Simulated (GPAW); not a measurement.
# BP (F-43m) in GPAW: further runs

One crystal, BP, is run at these levels: r4SCAN, PBEsol, PBE; tasks: band structure, eps q, second-harmonic response, G0W0 quasiparticle levels.

Everything below comes from runs of GPAW 26.7.0. Logs are shortened: lines on timing, memory, paths and dates and some standing lists are left out, and cuts for length are marked. The log counts tension as positive stress, the text compression.

**1. Starting point**

Symmetry: F-43m, No. 216, cubic system. The conventional cell has a = 4.538 Å, b = 4.538 Å, c = 4.538 Å, α = 90.00°, β = 90.00°, γ = 90.00°. P (site symmetry -43m) has 4 B at 1.97 Å as nearest neighbours. B (site symmetry -43m) is surrounded by 4 P at 1.97 Å.

**2. Band structure, r4SCAN**

File run.py:

```python
import spglib
from ase import Atoms
from ase.dft.bandgap import bandgap
from ase.io import read, write
from ase.units import GPa
from gpaw import GPAW, PW

atoms = read('BP.cif')
cell, positions, numbers = spglib.find_primitive(
    (atoms.cell[:], atoms.get_scaled_positions(), atoms.numbers), symprec=1e-4)
atoms = Atoms(numbers, cell=cell, scaled_positions=positions, pbc=True)

calc = GPAW(mode=PW(800),
            xc='MGGA_X_R4SCAN+MGGA_C_R2SCAN',
            kpts={'size': (10, 10, 10), 'gamma': True},
            occupations={'name': 'fermi-dirac', 'width': 0.05},
            nbands=11,
            convergence={'density': 1e-05, 'energy': 1e-05},
            maxiter=150,
            txt='gpaw.txt')
atoms.calc = calc
energy = atoms.get_potential_energy()
forces = atoms.get_forces()
stress = atoms.get_stress()
calc.write('gs.gpw')
write('result.traj', atoms)
print(f'Energy: {energy:.6f} eV')
print('Forces (eV/A):')
print(forces.round(4))
print('Stress (GPa):', (stress / GPa).round(3))
print('Fermi level:', round(calc.get_fermi_level(), 4), 'eV')
print(f'Gap: {bandgap(calc)[0]:.4f} eV, direct: {bandgap(calc, direct=True)[0]:.4f} eV')

path = atoms.cell.bandpath('GXWKGLUWLK,UX', npoints=80, eps=1e-4)
bs_calc = calc.fixed_density(kpts=path, symmetry='off', nbands=19,
                             convergence={'bands': 'CBM+6.0', 'eigenstates': 1e-6}, txt='bands.txt')
bs = bs_calc.band_structure()
bs.write('bs.json')
print(f'Gap on the path: {bandgap(bs_calc)[0]:.4f} eV')
```

File BP.cif:

```cif
data_BP
_cell_length_a 4.53800000
_cell_length_b 4.53800000
_cell_length_c 4.53800000
_cell_angle_alpha 90.00000000
_cell_angle_beta 90.00000000
_cell_angle_gamma 90.00000000
_space_group_name_H-M_alt 'F-43m'
_space_group_name_Hall 'F -4 2 3'
_space_group_IT_number 216
loop_
_space_group_symop_operation_xyz
'x,y,z'
'y,-x,-z'
'-x,-y,z'
'-y,x,-z'
'x,-y,-z'
'y,x,z'
'-x,y,-z'
'-y,-x,z'
'z,x,y'
'-z,y,-x'
'z,-x,-y'
'-z,-y,x'
'-z,x,-y'
'z,y,x'
'-z,-x,y'
'z,-y,-x'
'y,z,x'
'-x,-z,y'
'-y,z,-x'
'x,-z,-y'
'-y,-z,x'
'x,z,y'
'y,-z,-x'
'-x,z,-y'
'x,y+1/2,z+1/2'
'y,-x+1/2,-z+1/2'
'-x,-y+1/2,z+1/2'
'-y,x+1/2,-z+1/2'
'x,-y+1/2,-z+1/2'
'y,x+1/2,z+1/2'
'-x,y+1/2,-z+1/2'
'-y,-x+1/2,z+1/2'
'z,x+1/2,y+1/2'
'-z,y+1/2,-x+1/2'
'z,-x+1/2,-y+1/2'
'-z,-y+1/2,x+1/2'
'-z,x+1/2,-y+1/2'
'z,y+1/2,x+1/2'
'-z,-x+1/2,y+1/2'
'z,-y+1/2,-x+1/2'
'y,z+1/2,x+1/2'
'-x,-z+1/2,y+1/2'
'-y,z+1/2,-x+1/2'
'x,-z+1/2,-y+1/2'
'-y,-z+1/2,x+1/2'
'x,z+1/2,y+1/2'
'y,-z+1/2,-x+1/2'
'-x,z+1/2,-y+1/2'
'x+1/2,y,z+1/2'
'y+1/2,-x,-z+1/2'
'-x+1/2,-y,z+1/2'
'-y+1/2,x,-z+1/2'
'x+1/2,-y,-z+1/2'
'y+1/2,x,z+1/2'
'-x+1/2,y,-z+1/2'
'-y+1/2,-x,z+1/2'
'z+1/2,x,y+1/2'
'-z+1/2,y,-x+1/2'
'z+1/2,-x,-y+1/2'
'-z+1/2,-y,x+1/2'
'-z+1/2,x,-y+1/2'
'z+1/2,y,x+1/2'
'-z+1/2,-x,y+1/2'
'z+1/2,-y,-x+1/2'
'y+1/2,z,x+1/2'
'-x+1/2,-z,y+1/2'
'-y+1/2,z,-x+1/2'
'x+1/2,-z,-y+1/2'
'-y+1/2,-z,x+1/2'
'x+1/2,z,y+1/2'
'y+1/2,-z,-x+1/2'
'-x+1/2,z,-y+1/2'
'x+1/2,y+1/2,z'
'y+1/2,-x+1/2,-z'
'-x+1/2,-y+1/2,z'
'-y+1/2,x+1/2,-z'
'x+1/2,-y+1/2,-z'
'y+1/2,x+1/2,z'
'-x+1/2,y+1/2,-z'
'-y+1/2,-x+1/2,z'
'z+1/2,x+1/2,y'
'-z+1/2,y+1/2,-x'
'z+1/2,-x+1/2,-y'
'-z+1/2,-y+1/2,x'
'-z+1/2,x+1/2,-y'
'z+1/2,y+1/2,x'
'-z+1/2,-x+1/2,y'
'z+1/2,-y+1/2,-x'
'y+1/2,z+1/2,x'
'-x+1/2,-z+1/2,y'
'-y+1/2,z+1/2,-x'
'x+1/2,-z+1/2,-y'
'-y+1/2,-z+1/2,x'
'x+1/2,z+1/2,y'
'y+1/2,-z+1/2,-x'
'-x+1/2,z+1/2,-y'
loop_
_atom_site_label
_atom_site_type_symbol
_atom_site_symmetry_multiplicity
_atom_site_Wyckoff_symbol
_atom_site_fract_x
_atom_site_fract_y
_atom_site_fract_z
_atom_site_occupancy
P1 P 4 c 0.2500000000 0.2500000000 0.2500000000 1
B1 B 4 a 0.0000000000 0.0000000000 0.0000000000 1
```

Potentials or basis: GPAW PAW data sets (gpaw-data 1.2.1), pw.

On the command line:

```console
> OMP_NUM_THREADS=1 python run.py
```

gpaw.txt:

```text
__  _  _
 | _ |_)|_||  |
 |__||  | ||/\| - 26.7.0

Input parameters:
  mode=PW(ecut=800.0),
  convergence={'density': 1e-05, 'energy': 1e-05},
  kpts=MonkhorstPack(size=(10, 10, 10), gamma=True),
  maxiter=150,
  nbands=11,
  occupations=Occupations(name='fermi-dirac', width=0.05),
  xc=XC(name='MGGA_X_R4SCAN+MGGA_C_R2SCAN')

Diagonalizing LCAO Hamiltonian
Converting LCAO to pw mode

           P
       B

Atoms  # Å, Bohr magnetons
|   | symbol |        x |        y |        z |    initial magnetic moments |
|---|--------|----------|----------|----------|-----------------------------|
| 0 |      P | 1.134500 | 1.134500 | 1.134500 | ( 0.0000,  0.0000,  0.0000) |
| 1 |      B | 0.000000 | 0.000000 | 0.000000 | ( 0.0000,  0.0000,  0.0000) |

Unit cell  # Å
| periodic |        x |        y |        z |  lengths |    angles |
|----------|----------|----------|----------|----------|-----------|
|      yes | 0.000000 | 2.269000 | 2.269000 | 3.208851 | 60.000000 |
|      yes | 2.269000 | 0.000000 | 2.269000 | 3.208851 | 60.000000 |
|      yes | 2.269000 | 2.269000 | 0.000000 | 3.208851 | 60.000000 |

Number of symmetries: 24
Symmetry operations  # r_c * U_cc + t_c -> r_c
|    | kind |            matrix            |
|----|------|------------------------------|
|  0 |  E   |  1, 0, 0,  0, 1, 0,  0, 0, 1 |
|  1 |  σ   |  1, 0, 0,  0, 0, 1,  0, 1, 0 |
|  2 |  σ   |  1, 0,-1,  0, 1,-1,  0, 0,-1 |
|  3 |  C3  |  1, 0,-1,  0, 0,-1,  0, 1,-1 |
|  4 |  C3  |  1,-1, 0,  0,-1, 1,  0,-1, 0 |
|  5 |  σ   |  1,-1, 0,  0,-1, 0,  0,-1, 1 |
|  6 |  σ   |  0, 1, 0,  1, 0, 0,  0, 0, 1 |
|  7 |  C3  |  0, 1, 0,  0, 0, 1,  1, 0, 0 |
|  8 |  C2  |  0, 1,-1,  1, 0,-1,  0, 0,-1 |
|  9 |  S4  |  0, 1,-1,  0, 0,-1,  1, 0,-1 |
| 10 |  C3  |  0, 0, 1,  1, 0, 0,  0, 1, 0 |
| 11 |  σ   |  0, 0, 1,  0, 1, 0,  1, 0, 0 |
| 12 |  S4  |  0, 0,-1,  1, 0,-1,  0, 1,-1 |
| 13 |  C3  |  0, 0,-1,  0, 1,-1,  1, 0,-1 |
| 14 |  S4  |  0,-1, 1,  1,-1, 0,  0,-1, 0 |
| 15 |  C2  |  0,-1, 1,  0,-1, 0,  1,-1, 0 |
| 16 |  C3  |  0,-1, 0,  1,-1, 0,  0,-1, 1 |
| 17 |  S4  |  0,-1, 0,  0,-1, 1,  1,-1, 0 |
| 18 |  S4  | -1, 1, 0, -1, 0, 1, -1, 0, 0 |
| 19 |  C3  | -1, 1, 0, -1, 0, 0, -1, 0, 1 |
| 20 |  C3  | -1, 0, 1, -1, 1, 0, -1, 0, 0 |
| 21 |  S4  | -1, 0, 1, -1, 0, 0, -1, 1, 0 |
| 22 |  σ   | -1, 0, 0, -1, 1, 0, -1, 0, 1 |
| 23 |  C2  | -1, 0, 0, -1, 0, 1, -1, 1, 0 |

BZ-sampling:
  Number of BZ points: 1000
  Number of IBZ points: 47

  Monkhorst-Pack size: [10, 10, 10]
  Monkhorst-Pack shift: [0.05, 0.05, 0.05]

K-points  # in reciprocal-cell coordinates
|     |                                coordinates |     weight |
|-----|--------------------------------------------|------------|
|   0 | (  0.00000000,   0.00000000,   0.00000000) | 0.00100000 |
|   1 | (  0.10000000,   0.10000000,   0.00000000) | 0.00600000 |
|   2 | (  0.10000000,   0.10000000,   0.10000000) | 0.00800000 |
|   3 | (  0.20000000,   0.10000000,   0.10000000) | 0.01200000 |
|   4 | (  0.20000000,   0.20000000,   0.00000000) | 0.00600000 |
|   5 | (  0.20000000,   0.20000000,   0.10000000) | 0.02400000 |
|   6 | (  0.20000000,   0.20000000,   0.20000000) | 0.00800000 |
|   7 | (  0.30000000,   0.20000000,   0.10000000) | 0.02400000 |
|   8 | (  0.30000000,   0.20000000,   0.20000000) | 0.02400000 |
|   9 | (  0.30000000,   0.30000000,   0.00000000) | 0.00600000 |
| ... |                                            |            |
|  46 | (  0.50000000,   0.50000000,   0.50000000) | 0.00400000 |

Plane wave coefficients: 1243
Cutoff: 800.0 eV

Spin-components: 1 (collinear spins)
Bands:           11
Projectors:      10
Spin-degeneracy: 2
Datatype:        complex128

Density:
  Valence electrons: 8.0
  Components: 1
  Grid points: [21 21 21]
  Charge: 0.0  # |e|

Potential:
  Grid points: [21 21 21]

species:
  P:
    name:    Phosphorus
    Z:       15.0
    valence: 5
    core:    10
    charge:  0.0  # [|e|]
    compensation charges:
      type: gauss
      rc: 0.30  # [Å]
      lmax: 2
    cutoffs:
      filter: 1.69  # [Å]
      core: 1.81  # [Å]
    projectors
    | kind |    occ | energy [eV] | rcut [Å] |
    |------|--------|-------------|----------|
    |   3s |  2.000 |     -13.968 |    0.953 |
    |   3p |  3.000 |      -5.506 |    0.953 |
    |    s |        |      13.244 |    0.953 |
    |    p |        |      21.705 |    0.953 |
    |    d |        |       0.000 |    0.953 |

    Using partial waves for P as LCAO basis

  B:
    name:    Boron
    Z:       5.0
    valence: 3
    core:    2
    charge:  0.0  # [|e|]
    compensation charges:
      type: gauss
      rc: 0.20  # [Å]
      lmax: 2
    cutoffs:
      filter: 1.14  # [Å]
      core: 1.38  # [Å]
    projectors
    | kind |    occ | energy [eV] | rcut [Å] |
    |------|--------|-------------|----------|
    |   2s |  2.000 |      -9.443 |    0.635 |
    |   2p |  1.000 |      -3.606 |    0.635 |
    |    s |        |      17.768 |    0.635 |
    |    p |        |      23.605 |    0.635 |
    |    d |        |       0.000 |    0.635 |

    Using partial waves for B as LCAO basis

Reference energy: -9972.403226  # eV

eigensolver:
  PPCG
  Converge bands: occupied
  niter=2

density mixing:
  MSR1-Mixer
  Pratt-step length: 0.05
  Maximum mixing coefficient: 0.75
  Old densities: 10
  SVD Regularization: 0.005
  Good broyden scale: 1.0
  Trust region scale: 1.0
  Backstep threshold: 4.0
  History deletion threshold: 6.0
  Fourier metric: weight=20.0, sigma=0.015

occupation numbers:
  Fermi-Dirac:
    width: 0.0500  # eV

poisson solver:
  ecut: 6400.0  # eV

xc functional:
  name: MGGA_X_R4SCAN+MGGA_C_R2SCAN with 2 nearest neighbor stencil

convergence criteria:
- Maximum integral of absolute [dens]ity change: 1e-05 electrons / valence electron
- Maximum [total energy] change in last 3 cyles: 1e-05 eV / valence electron
- Maximum integral of absolute [eigenst]ate change: 4e-08 eV^2 / valence electron
maximum number of iterations: 150

SCF iterations
|iter     | |      energy | eigst |  dens |
|---------|-|-------------|-------|-------|
|iter:   1| |  -19.058295 | +0.11 |       |
|iter:   2| |  -17.792204 | -1.35 | -0.73 |
|iter:   3| |  -17.490539 | -1.22 | -0.76 |
|iter:   4| |  -17.500559 | -2.48 | -1.40 |
|iter:   5| |  -17.502090 | -3.30 | -1.84 |
|iter:   6| |  -17.503204 | -3.63 | -2.29 |
|iter:   7| |  -17.503052 | -4.35 | -2.78 |
|iter:   8| |  -17.503041 | -4.91 | -3.37 |
|iter:   9| |  -17.503024c| -5.26 | -3.55 |
|iter:  10| |  -17.503018c| -5.85 | -3.94 |
|iter:  11| |  -17.503017c| -6.49 | -4.53 |
|iter:  12| |  -17.503016c| -7.13 | -4.57 |
|iter:  13| |  -17.503016c| -7.85c| -5.62c|

Converged in 13 steps
Energy contributions relative to reference atoms: (reference = -9972.403226)

Energy contributions:
  Kinetic:          10.264289
  Coulomb:          -8.614064
  Zero:             -0.052332
  External:          0.000000
  Xc:              -19.100909
  Entropy:          -0.000000
  Spinorbit:         0.000000
  ----------------------------
  Free energy:     -17.503016
  Extrapolated:    -17.503016

dipole moment: (-10.588546, -10.588546, -10.588546)  # |e|*Ang

Fermi level: 8.823
Eigenvalues  # (at kpt = [0.000, 0.000, 0.000])
| band index |      eig [eV] | occ [0-2] |
|------------|---------------|-----------|
|          0 |        -8.059 |     2.000 |
|          1 |         8.131 |     2.000 |
|          2 |         8.131 |     2.000 |
|          3 |         8.131 |     2.000 |
|          4 |        11.778 |     0.000 |
|          5 |        11.778 |     0.000 |
|          6 |        11.778 |     0.000 |
|          7 |        16.074 |     0.000 |
|          8 |        20.497 |     0.000 |
|          9 |        20.697 |     0.000 |
|         10 |        20.697 |     0.000 |

Gap: 1.423 eV
Transition (v -> c):
  (s=0, k=0, n=3, [0.00, 0.00, 0.00]) -> (s=0, k=24, n=4, [0.40, 0.40, 0.00])
Direct/indirect transitions are different
Direct gap: 3.647 eV
Transition at: (s=0, k=0, n=3, [0.00, 0.00, 0.00])

Forces  # eV/Ang
|       x |       y |        z |
|---------|---------|----------|
| 0.00000 | 0.00000 | -0.00000 |  # P    0
| 0.00000 | 0.00000 |  0.00000 |  # B    1

Stress tensor  # eV/Ang^3
|        x |         y |         z |
|----------|-----------|-----------|
| 0.000918 |  0.000000 |  0.000000 |
| 0.000000 |  0.000918 | -0.000000 |
| 0.000000 | -0.000000 |  0.000918 |

# Writing to gs.gpw (mode='')
```

Run time: 1.9 min. Hardware: 1 thread of Arm Neoverse V1, shared host; peak memory 0.26 GiB.

Results:

```yaml
Free_energy: -17.5030 eV
Pressure: -0.1 GPa
Band_gap_on_the_k_mesh: 1.42 eV, indirect (least direct gap 3.65 eV)
Band_gap_along_the_path: 1.42 eV, indirect (least direct gap 3.65 eV)
```

Levels at the corners of the path, in eV from the valence-band top:
```
point  band 1  band 2  band 3  band 4  band 5  band 6  band 7  band 8
    Γ  -16.19    0.00    0.00    0.00    3.65    3.65    3.65    7.94
    X  -11.04   -9.08   -4.31   -4.31    1.51    1.87   12.93   12.93
    W  -10.76   -8.56   -5.90   -5.70    5.71    7.14    7.77    7.91
    K  -11.06   -8.64   -6.48   -3.67    2.37    6.40   10.37   11.29
    Γ  -16.19    0.00    0.00    0.00    3.65    3.65    3.65    7.94
    L  -12.70   -9.47   -1.84   -1.84    4.09    5.01    5.01   10.85
    U  -11.06   -8.64   -6.48   -3.67    2.37    6.40   10.37   11.29
    W  -10.76   -8.56   -5.90   -5.70    5.71    7.14    7.77    7.91
    L  -12.70   -9.47   -1.84   -1.84    4.09    5.01    5.01   10.85
    K  -11.06   -8.64   -6.48   -3.67    2.37    6.40   10.37   11.29
    U  -11.06   -8.64   -6.48   -3.67    2.37    6.40   10.37   11.29
    X  -11.04   -9.08   -4.31   -4.31    1.51    1.87   12.93   12.93
```

Caveat: the PAW data sets were made with another functional, which shifts forces and pressure a little.

(Part 1 of 3 ends here.)
